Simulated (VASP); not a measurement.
Runs of VASP 6.6.1 on W. The structure is cubic, space group Im-3m (No. 229). The conventional cell has a = 3.165 Å, b = 3.165 Å, c = 3.165 Å, α = 90.00°, β = 90.00°, γ = 90.00°. W (site symmetry m-3m) is surrounded by 8 W at 2.74 Å. 

| level | spin | k mesh | pressure (GPa) |
| --- | --- | --- | --- |
| SCAN | off | 12 × 12 × 12 | -3.8 |
| r2SCAN | SOC, no magnetisation | 9 × 9 × 9 | (b) |
| SCAN | SOC, no magnetisation | 9 × 9 × 9 | -3.1 |
| r2SCAN | off | 12 × 12 × 12 | (a) |
| rSCAN | off | 12 × 12 × 12 | 2.5 |

Alike in all rows: task band structure; potentials or basis VASP PAW PBE potentials, release 64 (W_sv); cell as given; cutoff (eV) 520; smearing fermi-dirac 0.05 eV.

Problem. Estimate the missing entries.

Solution. (a) 2.8; (b) 3.4.

Caveats: the PAW data sets were made with another functional, which shifts forces and pressure a little.
